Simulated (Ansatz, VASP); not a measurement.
# One calculation of C, two programs

```xyz
4
Lattice="1.2279 2.1268 0.0000 1.2279 -2.1268 0.0000 0.0000 0.0000 -7.1235" Properties=species:S:1:pos:R:3 pbc="T T T"
C     1.2279   -1.3677    0.0000
C     1.2279    0.6591   -3.5618
C     1.2279    1.4677    0.0000
C     1.2279   -0.7591   -3.5618
```

Change from the starting cell: mode 1 (-20.9 1/cm) frozen in, largest displacement +0.050 Å.

Alike in both runs: task single point; functional r2SCAN; k mesh 12 × 12 × 4; occupations gaussian, width 0.05 eV; no spin polarisation.

```csv
,VASP,Ansatz
version,VASP 6.6.1,Ansatz 0.2.0
potentials or method,"VASP PAW PBE potentials, release 64 (C)","scalar-relativistic, plane waves, PAW"
plane-wave cutoff (eV),520,500
valence electrons in the cell,16,16
```

```tsv
	VASP	Ansatz	Ansatz less VASP
gap on the k mesh at the Fermi level (eV)	none	none	-
pressure (GPa)	0.7	0.0	-0.64
largest component of the traceless stress (GPa)	0.92	0.26	-0.658
rms of the force components (eV/Å)	0.008	0.008	+0.0001
```

Atom by atom the forces differ by 0.000 eV/Å (rms over components). A gap of «none» marks a metal or a gap that the smearing closes. The functional is the same, so the differences come from potentials, cutoffs and numerics.

Caveats: the PAW data sets were made with another functional, which shifts forces and pressure a little (VASP).
